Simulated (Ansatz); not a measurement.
The system is Te.

```
Te
1.0
     2.30590    1.33131    1.69095
    -2.30590    1.33131    1.69095
     0.00000   -2.66263    1.69095
Te
1
Cartesian
  0.0000 0.0000 2.5364
```

This isn't the form of Te at room conditions, which is trigonal, of chains.

- Program: Ansatz 0.2.0
- Task: single point
- Functional: PBEsol
- Potentials or basis: Ansatz PAW
- Cutoff: 420 eV (not typed: the program's choice for these potentials)
- k mesh: 9 × 9 × 9
- Occupations: fermi-dirac, width 0.05 eV
- Spin: no spin polarisation

On this cell: pressure -0.1 GPa; band gap on the k mesh none (metal or under the smearing width).

The same run follows on a disturbed copy (cell strained at random at fixed volume):

```xyz
1
Lattice="2.2857 1.3084 1.7231 -2.2642 1.2957 1.7038 -0.0002 -2.6598 1.7573" Properties=species:S:1:pos:R:3 pbc="T T T"
Te    0.0278   -0.0423    2.5897
```

What changes?

The energy (extrapolated to zero smearing) moves by -0.3 meV/atom; pressure 0.2 GPa; band gap on the k mesh none (metal or under the smearing width).

Stress tensor (GPa, compression positive):
```
 0.30 -0.13 -0.15
-0.13  0.10  0.25
-0.15  0.25  0.23
```

Caveats: the PAW data sets come from PBE, with cores solved anew for the run's functional, which leaves a small shift of forces and pressure.
